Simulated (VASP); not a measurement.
Runs of VASP 6.6.1 on KCl. The structure is cubic, space group Pm-3m (No. 221). The conventional cell has a = 3.849 Å, b = 3.849 Å, c = 3.849 Å, α = 90.00°, β = 90.00°, γ = 90.00°. K (site symmetry m-3m) is surrounded by 8 Cl at 3.33 Å. Cl (site symmetry m-3m) is surrounded by 8 K at 3.33 Å. Measurements of this composition are mostly on another form, of space group No. 225.

```csv
cell,k mesh,smearing,gap on the mesh (eV),pressure (GPa)
"Pm-3m, 28.51 Å³/atom",4 × 4 × 4,gaussian 0.05 eV,4.59,(a)
"Pm-3m, 26.06 Å³/atom",6 × 6 × 6,gaussian 0.02 eV,4.96,0.1
"Pm-3m, 28.93 Å³/atom",4 × 4 × 4,gaussian 0.05 eV,4.53,-1.7
"Pm-3m, 26.06 Å³/atom",6 × 6 × 6,gaussian 0.05 eV,4.96,0.1
```

Alike in all rows: task single point; level PBEsol; potentials or basis VASP PAW PBE potentials, release 64 (K_sv, Cl); no spin polarisation; cutoff (eV) 520.

Task: Fill in the values left out.

Result: (a) -1.5.

Caveats: the PAW data sets were made with another functional, which shifts forces and pressure a little.

A k mesh can miss the band edges.
